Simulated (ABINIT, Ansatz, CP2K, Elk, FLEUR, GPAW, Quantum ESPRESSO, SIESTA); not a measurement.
One structure in several programs: LiI (Fm-3m, 2 atoms in the cell)

Self-consistent single point, at a second geometry (lattice scaled by 0.98). First geometry:

```
CELL_PARAMETERS angstrom
      0.00000     2.92748     2.92748
      2.92748     0.00000     2.92748
      2.92748     2.92748     0.00000
ATOMIC_POSITIONS crystal
  Li 0.00000 0.00000 0.00000
  I  0.50000 0.50000 0.50000
```

Shared settings, as Ansatz (an electronic-structure program) writes them: kpoints.mp_grid.grid = 8 8 8; scf.occupations.method = fixed. Potentials and cutoffs stand in the table.

```
code                                                                                                                                model  ΔF from the first geometry (meV/atom)  pressure (GPa)  gap on the mesh (eV)           cutoff
----------------  -----------------------------------------------------------------------------------------------------------------------  -------------------------------------  --------------  --------------------  ---------------
Elk                                        PBE, all-electron FP-LAPW, Elk's shipped species files, APW+lo basis with extra local orbitals                                   42.3               –                 4.209         rgkmax 8
Ansatz                                                                                                             PBE, default PAW files                                   26.7            3.91                 4.379          default
SIESTA            GGA PBE, numerical atomic orbitals DZP, PseudoDojo PBE standard norm-conserving potentials (rewritten from UPF to PSML)                                   26.6            4.04                 4.665      grid 400 Ry
Quantum ESPRESSO                                                                         PBE, SSSP 1.1.2 precision (PBE) pseudopotentials                                   26.5            3.87                 4.301            50 Ry
GPAW                                                                                         PBE, GPAW PAW datasets PBE (gpaw-data 1.0.1)                                   27.7            4.05                 4.376           600 eV
ABINIT                                                           PBE, norm-conserving pseudopotentials (PseudoDojo nc-sr-05 PBE standard)                                   26.8            3.93                 4.374          1007 eV
FLEUR                                                                        PBE, all-electron FLAPW (FLEUR), scalar-relativistic valence                                   29.5               –                 4.388  Kmax 4.3 1/bohr
CP2K                                                              PBE, GPW, DZVP-MOLOPT-SR-GTH basis, GTH-PBE potentials (GTH_POTENTIALS)                                   31.0            4.45                 4.391      grid 400 Ry
```

A dash marks a value that a program does not give, or that is left out as unsure.

Gaps are read on the mesh.

On Ansatz's run: spin-orbit coupling is off.

The spread over the programs that give each value: ΔF from the first geometry within 15.8 meV/atom; pressure within 0.58 GPa; gap on the mesh within 0.456 eV.

SIESTA and CP2K use small atom-centred bases, whose incompleteness enters pressures, forces and empty levels differently from a plane-wave cutoff. Elk and FLEUR treat all electrons, but the usual bases taken here (sphere radii, linearisation, local orbitals, empty states) were not tested for convergence, so the values are no reference for the others. Ansatz's pressure is given at a fixed set of plane waves, as the other plane-wave codes print theirs. In the gap, Elk (by 0.166) and SIESTA (by 0.290) lie more than 0.12 eV from the median of the plane-wave programs.

The starting cell comes from a database of computed structures (which also holds hypothetical and non-ambient phases and stackings), without a prior relaxation at this level. Its lattice was rescaled by a random factor within 2.5 % of one. For this run, on top of that: lattice scaled by 0.98.

Keys are those of Ansatz 0.2.
